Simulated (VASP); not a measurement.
# TaN (P-62m) in VASP: notebook

One crystal, TaN, is run at these levels: r2SCAN; tasks: single point.

All numbers are computed with VASP 6.6.1; they aren't measurements. Logs are shortened: lines on timing, memory, paths and dates and some standing lists are left out, and cuts for length are marked.

## Step 1: The crystal as given

Symmetry: P-62m, No. 189, hexagonal system. Conventional cell: a = 5.196 Å, b = 5.196 Å, c = 2.911 Å, α = 90.00°, β = 90.00°, γ = 120.00°. Ta (site symmetry -62m) has 3 N at 2.04 Å as nearest neighbours. Ta (site symmetry -6) has 6 N at 2.16 Å as nearest neighbours. N (site symmetry m2m) has 5 Ta at 2.04 to 2.16 Å as nearest neighbours.

## Step 2: Single point, r2SCAN

Input file INCAR:

```
SYSTEM = TaN
PREC     = Accurate       ! precision mode
ENCUT    = 900            ! plane-wave cutoff, eV
EDIFF    = 1E-6           ! SCF threshold, eV
ISMEAR   = 0              ! smearing method
SIGMA    = 0.05           ! smearing width, eV
LREAL    = .False.        ! projectors in reciprocal space
LASPH    = .True.         ! aspherical terms in the spheres
NELM     = 100            ! most SCF steps
ALGO     = Normal         ! electronic algorithm
ISIF     = 2              ! what is computed and relaxed
LWAVE    = .False.        ! write WAVECAR
LCHARG   = .False.        ! write CHGCAR
METAGGA  = R2SCAN         ! meta-GGA
LMIXTAU  = .True.       
ADDGRID  = .False.
```

Input file KPOINTS:

```
Automatic mesh
0
Gamma
  2 2 3
  0 0 0
```

Input file POSCAR:

```
TaN
1.0
    5.1960000000      0.0000000000      0.0000000000
   -2.5980000000      4.4998679981      0.0000000000
    0.0000000000      0.0000000000      2.9110000000
Ta N
3 3
Direct
    0.0082240000      0.0059790000      0.0032830000
    0.6900180000      0.3505730000      0.5070180000
    0.3353080000      0.6708310000      0.4997380000
    0.0255380000      0.3921070000      0.0118120000
    0.6043600000      0.5819970000      0.0066510000
    0.3895660000     -0.0001100000      0.0346090000
```

Potentials or basis: VASP PAW PBE potentials, release 64 (Ta_pv, N_h).

The run is started by

```console
cat potpaw_PBE.64/Ta_pv/POTCAR potpaw_PBE.64/N_h/POTCAR > POTCAR
mpirun -np 1 vasp_std > vasp.out
```

OUTCAR:

```text
SYSTEM = TaN
   PREC = Accurate
   ENCUT = 900
   EDIFF = 1E-6
   ISMEAR = 0
   LREAL = .False.
   LASPH = .True.
   NELM = 100
   ISIF = 2
   METAGGA = R2SCAN

 Found      8 irreducible k-points:

 Following reciprocal coordinates:
            Coordinates               Weight
  0.000000  0.000000  0.000000      1.000000
  0.500000  0.000000  0.000000      1.000000
  0.000000  0.500000  0.000000      1.000000
  0.500000  0.500000  0.000000      1.000000
  0.000000  0.000000  0.333333      2.000000
  0.500000  0.000000  0.333333      2.000000
   k-points           NKPTS =      8   k-points in BZ     NKDIM =      8   number of bands    NBANDS=     28
   number of dos      NEDOS =    301   number of ions     NIONS =      6
   total plane-waves  NPLWV =  81648
   dimension x,y,z NGX =    54 NGY =   54 NGZ =   28
   dimension x,y,z NGXF=   108 NGYF=  108 NGZF=   56
   ions per type =               3   3
   NGX,Y,Z   is equivalent  to a cutoff of  17.28, 17.28, 15.99 a.u.
   NGXF,Y,Z  is equivalent  to a cutoff of  34.55, 34.55, 31.98 a.u.
 SYSTEM =  TaN
   PREC   = accura    normal or accurate (medium, high low for compatibility)
   ISTART =      0    job   : 0-new  1-cont  2-samecut
   ICHARG =      2    charge: 1-file 2-atom 10-const
   ISPIN  =      1    spin polarized calculation?
   LNONCOLLINEAR =      F non collinear calculations
   LSORBIT =      F    spin-orbit coupling
   LASPH  =      T    aspherical Exc in radial PAW
   ENCUT  =  900.0 eV  66.15 Ry    8.13 a.u.  12.71 12.71  7.12*2*pi/ulx,y,z
   NELM   =    100;   NELMIN=  2; NELMDL= -5     # of ELM steps
   EDIFF  = 0.1E-05   stopping-criterion for ELM
   LREAL  =      F    real-space projection
   EDIFFG = 0.1E-04   stopping-criterion for IOM
   NSW    =      0    number of steps for IOM
   IBRION =     -1    ionic relax: 0-MD 1-quasi-New 2-CG
   NFREE  =      0    steps in history (QN), initial steepest desc. (CG)
   ISIF   =      2    stress and relaxation
   ISYM   =      2    0-nonsym 1-usesym 2-fastsym
   POTIM  = 0.5000    time-step for ionic-motion
   TEBEG  =    0.0;   TEEND  =   0.0 temperature during run
   PSTRESS=    0.0 pullay stress
   NELECT =      48.0000    total number of electrons
   NUPDOWN=      -1.0000    fix difference up-down
   EMIN   =  10.00;   EMAX   =-10.00  energy-range for DOS
   EFERMI =   0.00;   METHOD = LEGACY
   ISMEAR =     0;   SIGMA  =   0.05  broadening in eV -4-tet -1-fermi 0-gaus
   EFERMI_NEDOS =   21; number of points for ismear=-14 and -15
   IALGO  =     38    algorithm
   IMIX   =      4    mixing-type and parameters
     AMIX     =   0.40;   BMIX     =  1.00
     AMIX_MAG =   1.60;   BMIX_MAG =  1.00
  volume/ion in A,a.u.               =      11.34        76.55
  Fermi-wavevector in a.u.,A,eV,Ry     =   1.457197  2.753703 28.890916  2.123422
  Thomas-Fermi vector in A             =   2.574026
   LORBIT       =      0    0 simple, 1 ext, 2 COOP (PROOUT), +10 PAW based schemes
   METAGGA = R2SCAN    functional components
   LHFCALC =     F    Hartree Fock is set to
   AEXX    =    0.0000 exact exchange contribution
   IVDW    =     0    specifies the selected vdW correction
   LEPSILON=     F    determine dielectric tensor
   LRPA    =     F    only Hartree local field effects (RPA)
 non-spin polarized calculation
 Gauss-broadening in eV      SIGMA  =   0.05
  energy-cutoff  :      900.00
  volume of cell :       68.06
 maximum number of plane-waves:      4178
 NGX is ok and might be reduce to    54
   NGX = 25   NGY = 25   NGZ = 15

 number of electron      48.0000000 magnetization

 Free energy of the ion-electron system (eV)
  ---------------------------------------------------
  ext. energy  EPLUGINS =         0.00000000
  ---------------------------------------------------
  free energy    TOTEN  =      -180.38899493 eV

  energy without entropy =     -180.38429335  energy(sigma->0) =     -180.38664414

 E-fermi :   8.7214     XC(G=0): -13.9670

 val. band max:        8.1872931694   @ k =   0.0000   0.0000   0.0000
 cond. band min:       8.7213723621   @ k =   0.0000   0.0000   0.3333
 fundamental gap:      0.5340791926
 Fermi energy:         8.7213723621

 k-point     1 :       0.0000    0.0000    0.0000
  band No.  band energies     occupation
      1     -29.0477      2.00000
      2     -28.9290      2.00000
      3     -28.6676      2.00000
      4     -28.5526      2.00000
      5     -28.5013      2.00000
      6     -28.3878      2.00000
[... 20 lines left out ...]
     27       9.6247      0.00000
     28      10.3897      0.00000

 k-point     2 :       0.5000    0.0000    0.0000
  band No.  band energies     occupation
      1     -29.0519      2.00000
      2     -28.9178      2.00000
      3     -28.6383      2.00000
      4     -28.5236      2.00000
      5     -28.4510      2.00000
      6     -28.4362      2.00000
[... 20 lines left out ...]
     27      10.7619      0.00000
     28      10.9498      0.00000

 k-point     3 :       0.0000    0.5000    0.0000
  band No.  band energies     occupation
      1     -29.1000      2.00000
      2     -28.8353      2.00000
      3     -28.6964      2.00000
      4     -28.4904      2.00000
      5     -28.4703      2.00000
      6     -28.4165      2.00000
[... 20 lines left out ...]
     27      10.6857      0.00000
     28      11.0983      0.00000

 k-point     4 :       0.5000    0.5000    0.0000
  band No.  band energies     occupation
      1     -29.0723      2.00000
      2     -28.8669      2.00000
      3     -28.7015      2.00000
      4     -28.4825      2.00000
      5     -28.4643      2.00000
      6     -28.4219      2.00000
[... 20 lines left out ...]
     27      10.6550      0.00000
     28      11.0964      0.00000

 k-point     5 :       0.0000    0.0000    0.3333
  band No.  band energies     occupation
      1     -29.1647      2.00000
      2     -28.9808      2.00000
      3     -28.9266      2.00000
      4     -28.8126      2.00000
      5     -28.5278      2.00000
      6     -28.4403      2.00000
[... 20 lines left out ...]
     27      10.5334      0.00000
     28      10.9940      0.00000

 k-point     6 :       0.5000    0.0000    0.3333
  band No.  band energies     occupation
      1     -29.1071      2.00000
      2     -29.0611      2.00000
      3     -28.8874      2.00000
      4     -28.8240      2.00000
      5     -28.5381      2.00000
      6     -28.4471      2.00000
[... 20 lines left out ...]
     27      11.0927      0.00000
     28      11.2877      0.00000

 [... further k-points ...]

------------------------ aborting loop because EDIFF is reached ----------------------------------------

  FORCE on cell =-STRESS in cart. coord.  units (eV):
  Direction    XX          YY          ZZ          XY          YZ          ZX
  --------------------------------------------------------------------------------------
  -------------------------------------------------------------------------------------
  Total        2.5639253      3.2452523      1.6744309     -1.6198509     -0.0342908      0.3615190
  in kB       60.3538300     76.3920088     39.4154672    -38.1306760     -0.8071924      8.5100207
  external PRESSURE =      58.7204354 kB  Pullay stress =       0.0000000 kB

 VOLUME and BASIS-vectors are now :
 -----------------------------------------------------------------------------
  energy-cutoff  :      900.00
  volume of cell :       68.06
      direct lattice vectors                 reciprocal lattice vectors
     5.196000000  0.000000000  0.000000000     0.192455735  0.111114371  0.000000000
    -2.598000000  4.499867998  0.000000000     0.000000000  0.222228741  0.000000000
     0.000000000  0.000000000  2.911000000     0.000000000  0.000000000  0.343524562

 POSITION                                       TOTAL-FORCE (eV/Angst)
 -----------------------------------------------------------------------------------
      0.02720      0.02690      0.00956        -0.155419     -2.050626      0.297386
      2.67454      1.57753      1.47593        -0.435730     -2.561177      0.240396
     -0.00056      3.01865      1.45474         1.768415      0.034741      0.947617
     -0.88600      1.76443      0.03438        -2.273641      1.257168     -0.336743
      1.62823      2.61891      0.01936        -0.484410      2.795027     -0.015470
     -0.57353      4.49937      0.10075         1.580785      0.524867     -1.133186
 -----------------------------------------------------------------------------------
    total drift:                                0.000246     -0.000020     -0.000214

  FREE ENERGIE OF THE ION-ELECTRON SYSTEM (eV)
  ---------------------------------------------------
  free  energy   TOTEN  =      -180.3889949254 eV

  energy  without entropy=     -180.3842933455  energy(sigma->0) =     -180.38664414
```

It took 2.7 min on 1 thread of AMD EPYC 7R43 (Zen 3), shared host; peak memory 0.26 GiB.

The run converged, but some of its settings lie outside the range that counts as converged, so its numbers aren't taken as properties of the crystal.

Results:

```yaml
Free_energy: -180.3890 eV
Pressure: 5.9 GPa
Largest_force: 2.837 eV/Å
Band_gap_on_the_k_mesh: none (metal or under the smearing width)
```

Caveat: the k mesh is coarse (spacing up to 0.72 Å⁻¹), so the values aren't converged; the cutoff is under 1.25 times the usual one of these potentials, so pressure, stress and relaxed cells hold a basis-set (Pulay) error; the PAW data sets were made with another functional, which shifts forces and pressure a little.

## Step 3: Single point, r2SCAN

INCAR: that of step 2 with these lines changed.

```diff
@@ -2,3 +2,3 @@
 PREC     = Accurate       ! precision mode
-ENCUT    = 900            ! plane-wave cutoff, eV
+ENCUT    = 1100           ! plane-wave cutoff, eV
 EDIFF    = 1E-6           ! SCF threshold, eV
```

KPOINTS is that of step 2.

Input file POSCAR:

```
TaN
1.0
    5.1960000000      0.0000000000      0.0000000000
   -2.5980000000      4.4998679981      0.0000000000
    0.0000000000      0.0000000000      2.9110000000
Ta N
3 3
Direct
    0.0000000000      0.0000000000      0.0000000000
    0.6666666667      0.3333333333      0.5000000000
    0.3333333333      0.6666666667      0.5000000000
    0.0000000000      0.3928500000      0.0000000000
    0.6071500000      0.6071500000      0.0000000000
    0.3928500000      0.0000000000      0.0000000000
```

Potentials or basis: VASP PAW PBE potentials, release 64 (Ta_pv, N_h).

The run is started by

```console
cat potpaw_PBE.64/Ta_pv/POTCAR potpaw_PBE.64/N_h/POTCAR > POTCAR
mpirun -np 1 vasp_std > vasp.out
```

OUTCAR:

```text
SYSTEM = TaN
   PREC = Accurate
   ENCUT = 1100
   EDIFF = 1E-6
   ISMEAR = 0
   LREAL = .False.
   LASPH = .True.
   NELM = 100
   ISIF = 2
   METAGGA = R2SCAN

 Found      4 irreducible k-points:

 Following reciprocal coordinates:
            Coordinates               Weight
  0.000000  0.000000  0.000000      1.000000
  0.500000  0.000000  0.000000      3.000000
  0.000000  0.000000  0.333333      2.000000
  0.500000  0.000000  0.333333      6.000000
   k-points           NKPTS =      4   k-points in BZ     NKDIM =      4   number of bands    NBANDS=     28
[... 202 lines left out ...]
  -------------------------------------------------------------------------------------
  Total        1.4842511      1.4842511      0.3657904      0.0000000      0.0000000      0.0000000
  in kB       34.9387084     34.9387084      8.6105666      0.0000000      0.0000000      0.0000000
  external PRESSURE =      26.1626611 kB  Pullay stress =       0.0000000 kB

 VOLUME and BASIS-vectors are now :
 -----------------------------------------------------------------------------
  energy-cutoff  :     1100.00
  volume of cell :       68.06
      direct lattice vectors                 reciprocal lattice vectors
     5.196000000  0.000000000  0.000000000     0.192455735  0.111114371  0.000000000
    -2.598000000  4.499867998  0.000000000     0.000000000  0.222228741  0.000000000
     0.000000000  0.000000000  2.911000000     0.000000000  0.000000000  0.343524562

 POSITION                                       TOTAL-FORCE (eV/Angst)
 -----------------------------------------------------------------------------------
      0.00000      0.00000      0.00000         0.000000      0.000000      0.000000
      2.59800      1.49996      1.45550         0.000000     -0.000000      0.000000
     -0.00000      2.99991      1.45550         0.000000      0.000000      0.000000
     -1.02062      1.76777      0.00000        -0.172959      0.299574      0.000000
      1.57738      2.73209      0.00000        -0.172959     -0.299574      0.000000
      2.04125      0.00000      0.00000         0.345918      0.000000     -0.000000
 -----------------------------------------------------------------------------------
    total drift:                               -0.000001     -0.000002      0.000000

  FREE ENERGIE OF THE ION-ELECTRON SYSTEM (eV)
  ---------------------------------------------------
  free  energy   TOTEN  =      -180.9472610970 eV

  energy  without entropy=     -180.9425595172  energy(sigma->0) =     -180.94491031
```

OSZICAR:

```text
N       E                     dE             d eps       ncg     rms          rms(c)
DAV:   1     0.520924414599E+03    0.52092E+03   -0.41291E+04   224   0.323E+03
DAV:   2    -0.131153139134E+03   -0.65208E+03   -0.63658E+03   240   0.701E+02
DAV:   3    -0.201222277303E+03   -0.70069E+02   -0.68214E+02   296   0.171E+02
DAV:   4    -0.203781466453E+03   -0.25592E+01   -0.24273E+01   272   0.292E+01
DAV:   5    -0.203853219568E+03   -0.71753E-01   -0.71459E-01   296   0.428E+00    0.449E+01
DAV:   6    -0.181486208658E+03    0.22367E+02   -0.67875E+01   308   0.529E+01    0.186E+01
DAV:   7    -0.179320698509E+03    0.21655E+01   -0.67211E+00   264   0.176E+01    0.857E+00
DAV:   8    -0.181420127795E+03   -0.20994E+01   -0.36939E+00   264   0.144E+01    0.306E+00
DAV:   9    -0.180871298596E+03    0.54883E+00   -0.89113E-01   280   0.845E+00    0.673E-01
DAV:  10    -0.180945108030E+03   -0.73809E-01   -0.10952E-01   256   0.307E+00    0.259E-01
DAV:  11    -0.180938060130E+03    0.70479E-02   -0.18601E-02   264   0.143E+00    0.164E-01
DAV:  12    -0.180941238919E+03   -0.31788E-02   -0.28300E-02   256   0.169E+00    0.195E-01
DAV:  13    -0.180946433336E+03   -0.51944E-02   -0.12568E-02   252   0.102E+00    0.655E-02
DAV:  14    -0.180946944661E+03   -0.51132E-03   -0.40490E-04   256   0.183E-01    0.434E-02
DAV:  15    -0.180947193937E+03   -0.24928E-03   -0.24184E-04   252   0.139E-01    0.100E-02
DAV:  16    -0.180947256084E+03   -0.62148E-04   -0.57802E-05   256   0.785E-02    0.709E-03
DAV:  17    -0.180947260940E+03   -0.48552E-05   -0.53589E-06   228   0.232E-02    0.456E-03
DAV:  18    -0.180947261097E+03   -0.15748E-06   -0.61363E-06   244   0.146E-02
   1 F= -.18094726E+03 E0= -.18094491E+03  d E =-.470158E-02
```

It took 2.2 min on 1 thread of AMD EPYC 7R43 (Zen 3), shared host; peak memory 0.3 GiB.

These settings aren't checked as converged: the numbers below hold their error.

What came out:

- Free energy: -180.9473 eV
- Pressure: 2.6 GPa
- Largest force: 0.346 eV/Å
- Band gap on the k mesh: none (metal or under the smearing width)

Caveat: the k mesh is coarse (spacing up to 0.72 Å⁻¹), so the values aren't converged; the PAW data sets were made with another functional, which shifts forces and pressure a little.
